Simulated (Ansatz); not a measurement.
The system is Sb.

```
Sb
1.0
     2.15420    1.24373    3.75800
    -2.15420    1.24373    3.75800
     0.00000   -2.48746    3.75800
Sb
2
Direct
  0.76651 0.76651 0.76651
  0.23349 0.23349 0.23349
```

```yaml
Program: Ansatz 0.2.0
Task: relaxation of cell and atoms
Functional: PBEsol
Dispersion: D4
Potentials_or_basis: Ansatz PAW
Cutoff: "420 eV (not typed: the program's choice for these potentials)"
k_mesh: 8 × 8 × 8
Occupations: fermi-dirac, width 0.05 eV
Spin: no spin polarisation
```

At the start: volume 30.21 Å³/atom.

**Question.** Where does the relaxation end?

**Answer.** It ends after 6 steps and the volume is 28.89 Å³/atom (-4.4 %); space group R-3m (No. 166, to 0.05 Å).

The path:
| step | energy change (eV) | largest force (eV/Å) | volume (Å³) |
| --- | --- | --- | --- |
| 1 | 0.0000 | 0.1017 | 60.41 |
| 2 | -0.0158 | 0.0946 | 57.43 |
| 3 | -0.0194 | 0.0053 | 57.82 |
| 4 | -0.0199 | 0.0083 | 57.77 |
| 5 | -0.0200 | 0.0005 | 57.77 |
| 6 | -0.0193 | 0.0004 | 57.77 |

Final structure:
```
Sb
1.0
     2.14548    1.23869    3.62303
    -2.14548    1.23869    3.62303
     0.00000   -2.47739    3.62303
Sb
2
Direct
  0.76306 0.76306 0.76306
  0.23694 0.23694 0.23694
```

Caveat: the plane-wave basis is chosen anew once the cell has moved, so the energies of steps on either side of that aren't comparable; pairwise dispersion overbinds metals, which lowers pressure and volume; the PAW data sets come from PBE, with cores solved anew for the run's functional, which leaves a small shift of forces and pressure.
